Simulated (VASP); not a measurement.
# Sb (I4/mmm) in VASP: further runs

The runs below take Sb through single point, with r2SCAN.

Program: VASP 6.6.1. These are calculated values, not measurements. Logs are shortened: lines on timing, memory, paths and dates and some standing lists are left out, and cuts for length are marked.

**1. Starting point**

Symmetry: I4/mmm, No. 139, tetragonal system. The conventional cell has a = 3.153 Å, b = 3.153 Å, c = 5.424 Å, α = 90.00°, β = 90.00°, γ = 90.00°. Sb (site symmetry 4/mmm) has 12 Sb at 3.15 to 3.51 Å as nearest neighbours.

This isn't the form of Sb at room conditions, which is rhombohedral.

**2. Single point, r2SCAN**

The input, INCAR:

```
SYSTEM = Sb
PREC = Accurate
ENCUT = 500
EDIFF = 1E-6
ISMEAR = 0
SIGMA = 0.1
LREAL = .FALSE.
LASPH = .TRUE.
NELM = 100
ALGO = Normal
ISIF = 2
LWAVE = .FALSE.
LCHARG = .FALSE.
METAGGA = R2SCAN
LMIXTAU = .TRUE.
ADDGRID = .FALSE.
```

The input, KPOINTS:

```
regular mesh
0
G
  15 15 15
  0 0 0
```

The input, POSCAR:

```
Sb
1.0
   -1.5765401831      1.5765401831      2.7119384313
    1.5765401831     -1.5765401831      2.7119384313
    1.5765401831      1.5765401831     -2.7119384313
Sb
1
Direct
    0.0000000000      0.0000000000      0.0000000000
```

Potentials or basis: VASP PAW PBE potentials, release 64 (Sb).

Launch:

```
$ cat potpaw_PBE.64/Sb/POTCAR > POTCAR
$ mpirun -np 1 vasp_std > vasp.out
```

OUTCAR:

```text
SYSTEM = Sb
   PREC = Accurate
   ENCUT = 500
   EDIFF = 1E-6
   ISMEAR = 0
   LREAL = .FALSE.
   LASPH = .TRUE.
   NELM = 100
   ISIF = 2
   METAGGA = R2SCAN

 Found    288 irreducible k-points:

 Following reciprocal coordinates:
            Coordinates               Weight
  0.000000  0.000000  0.000000      1.000000
  0.066667  0.000000  0.000000      8.000000
  0.133333  0.000000 -0.000000      8.000000
  0.200000  0.000000 -0.000000      8.000000
  0.266667  0.000000 -0.000000      8.000000
  0.333333  0.000000 -0.000000      8.000000
   k-points           NKPTS =    288   k-points in BZ     NKDIM =    288   number of bands    NBANDS=      6
   number of dos      NEDOS =    301   number of ions     NIONS =      1
   total plane-waves  NPLWV =  21952
   dimension x,y,z NGX =    28 NGY =   28 NGZ =   28
   dimension x,y,z NGXF=    56 NGYF=   56 NGZF=   56
   ions per type =               1
   NGX,Y,Z   is equivalent  to a cutoff of  13.26, 13.26, 13.26 a.u.
   NGXF,Y,Z  is equivalent  to a cutoff of  26.52, 26.52, 26.52 a.u.
 SYSTEM =  Sb
   PREC   = accura    normal or accurate (medium, high low for compatibility)
   ISTART =      0    job   : 0-new  1-cont  2-samecut
   ICHARG =      2    charge: 1-file 2-atom 10-const
   ISPIN  =      1    spin polarized calculation?
   LNONCOLLINEAR =      F non collinear calculations
   LSORBIT =      F    spin-orbit coupling
   LASPH  =      T    aspherical Exc in radial PAW
   ENCUT  =  500.0 eV  36.75 Ry    6.06 a.u.   6.40  6.40  6.40*2*pi/ulx,y,z
   NELM   =    100;   NELMIN=  2; NELMDL= -5     # of ELM steps
   EDIFF  = 0.1E-05   stopping-criterion for ELM
   LREAL  =      F    real-space projection
   EDIFFG = 0.1E-04   stopping-criterion for IOM
   NSW    =      0    number of steps for IOM
   IBRION =     -1    ionic relax: 0-MD 1-quasi-New 2-CG
   NFREE  =      0    steps in history (QN), initial steepest desc. (CG)
   ISIF   =      2    stress and relaxation
   ISYM   =      2    0-nonsym 1-usesym 2-fastsym
   POTIM  = 0.5000    time-step for ionic-motion
   TEBEG  =    0.0;   TEEND  =   0.0 temperature during run
   PSTRESS=    0.0 pullay stress
   NELECT =       5.0000    total number of electrons
   NUPDOWN=      -1.0000    fix difference up-down
   EMIN   =  10.00;   EMAX   =-10.00  energy-range for DOS
   EFERMI =   0.00;   METHOD = LEGACY
   ISMEAR =     0;   SIGMA  =   0.10  broadening in eV -4-tet -1-fermi 0-gaus
   EFERMI_NEDOS =   21; number of points for ismear=-14 and -15
   IALGO  =     38    algorithm
   IMIX   =      4    mixing-type and parameters
     AMIX     =   0.40;   BMIX     =  1.00
     AMIX_MAG =   1.60;   BMIX_MAG =  1.00
  volume/ion in A,a.u.               =      26.96       181.95
  Fermi-wavevector in a.u.,A,eV,Ry     =   0.933573  1.764197 11.858269  0.871558
  Thomas-Fermi vector in A             =   2.060288
   LORBIT       =      0    0 simple, 1 ext, 2 COOP (PROOUT), +10 PAW based schemes
   METAGGA = R2SCAN    functional components
   LHFCALC =     F    Hartree Fock is set to
   AEXX    =    0.0000 exact exchange contribution
   IVDW    =     0    specifies the selected vdW correction
   LEPSILON=     F    determine dielectric tensor
   LRPA    =     F    only Hartree local field effects (RPA)
 non-spin polarized calculation
 Gauss-broadening in eV      SIGMA  =   0.10
  energy-cutoff  :      500.00
  volume of cell :       26.96
 maximum number of plane-waves:       704
 NGX is ok and might be reduce to    28
   NGX = 13   NGY = 13   NGZ = 13

 number of electron       5.0000000 magnetization

 Free energy of the ion-electron system (eV)
  ---------------------------------------------------
  ext. energy  EPLUGINS =         0.00000000
  ---------------------------------------------------
  free energy    TOTEN  =       -25.26311834 eV

  energy without entropy =      -25.25975427  energy(sigma->0) =      -25.26143630

 E-fermi :   8.4723     XC(G=0): -10.7836

 val. band max:        8.4705599584   @ k =  -0.4000   0.4667   0.2000
 cond. band min:       8.4996471223   @ k =  -0.2667   0.2667   0.1333
 fundamental gap:      0.0290871639
 Fermi energy:         8.4722858390

 k-point     1 :       0.0000    0.0000    0.0000
  band No.  band energies     occupation
      1      -5.1278      2.00000
      2      13.3279      0.00000
      3      14.2038      0.00000
      4      14.2038      0.00000
      5      18.1743      0.00000
      6      19.6797      0.00000

 k-point     2 :       0.0667    0.0000    0.0000
  band No.  band energies     occupation
      1      -5.0333      2.00000
      2      12.9301      0.00000
      3      13.4988      0.00000
      4      14.1821      0.00000
      5      18.3411      0.00000
      6      18.6646      0.00000

 k-point     3 :       0.1333    0.0000   -0.0000
  band No.  band energies     occupation
      1      -4.7506      2.00000
      2      11.3036      0.00000
      3      12.7237      0.00000
      4      14.1317      0.00000
      5      17.4559      0.00000
      6      18.6095      0.00000

 k-point     4 :       0.2000    0.0000   -0.0000
  band No.  band energies     occupation
      1      -4.2827      2.00000
      2       9.2467      0.00000
      3      12.0332      0.00000
      4      14.0838      0.00000
      5      16.6310      0.00000
      6      18.4887      0.00000

 k-point     5 :       0.2667    0.0000   -0.0000
  band No.  band energies     occupation
      1      -3.6375      2.00000
      2       7.2027      2.00000
      3      11.3927      0.00000
      4      14.0635      0.00000
      5      15.9854      0.00000
      6      18.4504      0.00000

 k-point     6 :       0.3333    0.0000   -0.0000
  band No.  band energies     occupation
      1      -2.8353      2.00000
      2       5.3031      2.00000
      3      10.8676      0.00000
      4      14.0774      0.00000
      5      15.5088      0.00000
      6      18.5470      0.00000

 [... further k-points ...]

------------------------ aborting loop because EDIFF is reached ----------------------------------------

  FORCE on cell =-STRESS in cart. coord.  units (eV):
  Direction    XX          YY          ZZ          XY          YZ          ZX
  --------------------------------------------------------------------------------------
  -------------------------------------------------------------------------------------
  Total        0.0932661      0.0932661      0.4063431      0.0000000     -0.0000000      0.0000000
  in kB        5.5422308      5.5422308     24.1464672      0.0000000     -0.0000000      0.0000000
  external PRESSURE =      11.7436429 kB  Pullay stress =       0.0000000 kB

 VOLUME and BASIS-vectors are now :
 -----------------------------------------------------------------------------
  energy-cutoff  :      500.00
  volume of cell :       26.96
      direct lattice vectors                 reciprocal lattice vectors
    -1.576540183  1.576540183  2.711938431     0.000000000  0.317150178  0.184369967
     1.576540183 -1.576540183  2.711938431     0.317150178  0.000000000  0.184369967
     1.576540183  1.576540183 -2.711938431     0.317150178  0.317150178  0.000000000

 POSITION                                       TOTAL-FORCE (eV/Angst)
 -----------------------------------------------------------------------------------
      0.00000      0.00000      0.00000         0.000000     -0.000000      0.000000
 -----------------------------------------------------------------------------------
    total drift:                               -0.000000      0.000000     -0.000000

  FREE ENERGIE OF THE ION-ELECTRON SYSTEM (eV)
  ---------------------------------------------------
  free  energy   TOTEN  =       -25.2631183358 eV

  energy  without entropy=      -25.2597542697  energy(sigma->0) =      -25.26143630
```

It took 1.8 min on 1 thread of Intel Xeon 6975P-C (Granite Rapids), shared host; peak memory 0.2 GiB.

These settings aren't checked as converged: the numbers below hold their error.

Results:

```
Free energy            : -25.2631 eV
Pressure               : 1.2 GPa
Band gap on the k mesh : none (metal or under the smearing width)
```

Caveat: the PAW data sets were made with another functional, which shifts forces and pressure a little.

**3. Single point, r2SCAN**

INCAR is that of step 2.

KPOINTS is that of step 2.

The input, POSCAR:

```
Sb
1.0
   -1.5638750000      1.6131910000      2.7402030000
    1.6104090000     -1.5604430000      2.7365900000
    1.5281950000      1.5247630000     -2.7095380000
Sb
1
Direct
    0.0004760000      0.0218010000      0.0165680000
```

Potentials or basis: VASP PAW PBE potentials, release 64 (Sb).

Launch:

```
$ cat potpaw_PBE.64/Sb/POTCAR > POTCAR
$ mpirun -np 1 vasp_std > vasp.out
```

Run time: 11 min. Hardware: 1 thread of Intel Xeon 6975P-C (Granite Rapids), shared host; peak memory 0.43 GiB.

The run converged, but some of its settings lie outside the range that counts as converged, so its numbers aren't taken as properties of the crystal.

What came out:

* Free energy: -25.2671 eV
* Pressure: 1.3 GPa
* Band gap on the k mesh: none (metal or under the smearing width)

Caveat: the PAW data sets were made with another functional, which shifts forces and pressure a little.

**4. Single point, r2SCAN**

Changes to INCAR since step 3:

```diff
@@ -1,3 +1,3 @@
 SYSTEM = Sb
-PREC = Accurate
+PREC = Low
 ENCUT = 500
```

KPOINTS is that of step 3.

The input, POSCAR:

```
Sb
1.0
   -1.5765401831      1.5765401831      2.7119384313
    1.5765401831     -1.5765401831      2.7119384313
    1.5765401831      1.5765401831     -2.7119384313
Sb
1
Direct
    0.0000000000      0.0000000000      0.0000000000
```

Potentials or basis: VASP PAW PBE potentials, release 64 (Sb).

Launch:

```
$ cat potpaw_PBE.64/Sb/POTCAR > POTCAR
$ mpirun -np 1 vasp_std > vasp.out
```

OUTCAR:

```text
SYSTEM = Sb
   PREC = Low
   ENCUT = 500
   EDIFF = 1E-6
   ISMEAR = 0
   LREAL = .FALSE.
   LASPH = .TRUE.
   NELM = 100
   ISIF = 2
   METAGGA = R2SCAN

 Found    288 irreducible k-points:

 Following reciprocal coordinates:
            Coordinates               Weight
  0.000000  0.000000  0.000000      1.000000
  0.066667  0.000000  0.000000      8.000000
  0.133333  0.000000 -0.000000      8.000000
  0.200000  0.000000 -0.000000      8.000000
  0.266667  0.000000 -0.000000      8.000000
  0.333333  0.000000 -0.000000      8.000000
   k-points           NKPTS =    288   k-points in BZ     NKDIM =    288   number of bands    NBANDS=      6
   number of dos      NEDOS =    301   number of ions     NIONS =      1
   total plane-waves  NPLWV =   8000
   dimension x,y,z NGX =    20 NGY =   20 NGZ =   20
   dimension x,y,z NGXF=    20 NGYF=   20 NGZF=   20
   ions per type =               1
   NGX,Y,Z   is equivalent  to a cutoff of   9.47,  9.47,  9.47 a.u.
   NGXF,Y,Z  is equivalent  to a cutoff of   9.47,  9.47,  9.47 a.u.
 SYSTEM =  Sb
   PREC   = low       normal or accurate (medium, high low for compatibility)
   ISTART =      0    job   : 0-new  1-cont  2-samecut
   ICHARG =      2    charge: 1-file 2-atom 10-const
   ISPIN  =      1    spin polarized calculation?
   LNONCOLLINEAR =      F non collinear calculations
   LSORBIT =      F    spin-orbit coupling
   LASPH  =      T    aspherical Exc in radial PAW
[... 57 lines left out ...]

 k-point     1 :       0.0000    0.0000    0.0000
  band No.  band energies     occupation
      1      -5.1277      2.00000
      2      13.3280      0.00000
      3      14.2038      0.00000
      4      14.2039      0.00000
      5      18.1743      0.00000
      6      19.6796      0.00000
[... 37 lines left out ...]
 k-point     6 :       0.3333    0.0000   -0.0000
  band No.  band energies     occupation
      1      -2.8353      2.00000
      2       5.3031      2.00000
      3      10.8676      0.00000
      4      14.0774      0.00000
      5      15.5087      0.00000
      6      18.5470      0.00000

 [... further k-points ...]

------------------------ aborting loop because EDIFF is reached ----------------------------------------

  FORCE on cell =-STRESS in cart. coord.  units (eV):
  Direction    XX          YY          ZZ          XY          YZ          ZX
  --------------------------------------------------------------------------------------
  -------------------------------------------------------------------------------------
  Total        0.0920218      0.0920218      0.4041034      0.0000000     -0.0000000      0.0000000
  in kB        5.4682879      5.4682879     24.0133720      0.0000000     -0.0000000      0.0000000
  external PRESSURE =      11.6499826 kB  Pullay stress =       0.0000000 kB

 VOLUME and BASIS-vectors are now :
 -----------------------------------------------------------------------------
  energy-cutoff  :      500.00
  volume of cell :       26.96
      direct lattice vectors                 reciprocal lattice vectors
    -1.576540183  1.576540183  2.711938431     0.000000000  0.317150178  0.184369967
     1.576540183 -1.576540183  2.711938431     0.317150178  0.000000000  0.184369967
     1.576540183  1.576540183 -2.711938431     0.317150178  0.317150178  0.000000000

 POSITION                                       TOTAL-FORCE (eV/Angst)
 -----------------------------------------------------------------------------------
      0.00000      0.00000      0.00000        -0.000000      0.000000      0.000000
 -----------------------------------------------------------------------------------
    total drift:                                0.000000      0.000000      0.000000

  FREE ENERGIE OF THE ION-ELECTRON SYSTEM (eV)
  ---------------------------------------------------
  free  energy   TOTEN  =       -25.2631136893 eV

  energy  without entropy=      -25.2597495069  energy(sigma->0) =      -25.26143160
```

OSZICAR:

```text
N       E                     dE             d eps       ncg     rms          rms(c)
DAV:   1    -0.140112653028E+02   -0.14011E+02   -0.16552E+03  3480   0.547E+02
DAV:   2    -0.256963226279E+02   -0.11685E+02   -0.11058E+02  5004   0.750E+01
DAV:   3    -0.258811316647E+02   -0.18481E+00   -0.18242E+00  4152   0.103E+01
DAV:   4    -0.258818708591E+02   -0.73919E-03   -0.73918E-03  4776   0.842E-01
DAV:   5    -0.258818732293E+02   -0.23702E-05   -0.23691E-05  4362   0.354E-02    0.151E+00
DAV:   6    -0.251463201586E+02    0.73555E+00   -0.12394E-01  3756   0.347E+00    0.974E-01
DAV:   7    -0.253266276523E+02   -0.18031E+00   -0.10884E-01  3462   0.306E+00    0.154E-01
DAV:   8    -0.252627828288E+02    0.63845E-01   -0.58018E-02  3618   0.231E+00    0.763E-02
DAV:   9    -0.252617402488E+02    0.10426E-02   -0.64181E-04  4374   0.249E-01    0.971E-02
DAV:  10    -0.252607761112E+02    0.96414E-03   -0.21981E-03  3504   0.447E-01    0.389E-02
DAV:  11    -0.252625581328E+02   -0.17820E-02   -0.11129E-03  3654   0.379E-01    0.416E-02
DAV:  12    -0.252628447873E+02   -0.28665E-03   -0.13564E-04  3672   0.117E-01    0.298E-02
DAV:  13    -0.252629051300E+02   -0.60343E-04   -0.10146E-05  4458   0.351E-02    0.265E-02
DAV:  14    -0.252630071699E+02   -0.10204E-03   -0.17731E-05  3540   0.573E-02    0.164E-02
DAV:  15    -0.252631133679E+02   -0.10620E-03   -0.10560E-04  3510   0.126E-01    0.201E-03
DAV:  16    -0.252631136893E+02   -0.32139E-06   -0.24307E-06  4686   0.167E-02
   1 F= -.25263114E+02 E0= -.25261432E+02  d E =-.336418E-02
```

stdout:

```text
POSCAR found type information on POSCAR Sb
 POSCAR found :  1 types and       1 ions
 scaLAPACK will be used
 -----------------------------------------------------------------------------
|                                                                             |
|                                                                             |
|     You enforced a specific xc type in the INCAR file but a different       |
|     I HOPE YOU KNOW WHAT YOU ARE DOING!                                     |
|                                                                             |
 -----------------------------------------------------------------------------

 LDA part: xc-table for (None), standard interpolation
 POSCAR, INCAR and KPOINTS ok, starting setup
 FFT: planning ... GRIDC
 FFT: planning ... GRID_SOFT
 FFT: planning ... GRID
 WAVECAR not read
 entering main loop
```

Wall time 42 s (1 thread of Intel Xeon 6975P-C (Granite Rapids), shared host); peak memory 0.15 GiB.

The run converged, but some of its settings lie outside the range that counts as converged, so its numbers aren't taken as properties of the crystal.

Results:

```
Free energy            : -25.2631 eV
Pressure               : 1.2 GPa
Band gap on the k mesh : none (metal or under the smearing width)
```

Caveat: the PAW data sets were made with another functional, which shifts forces and pressure a little.

**5. For comparison**

An earlier run on the cell as given: functional PBEsol; potentials or basis VASP PAW PBE potentials, release 64 (Sb); cutoff 520 eV; k mesh 12 × 12 × 12; occupations fermi-dirac, width 0.05 eV; no spin polarisation.

- Pressure: -1.3 GPa
- Band gap on the k mesh: none (metal or under the smearing width)
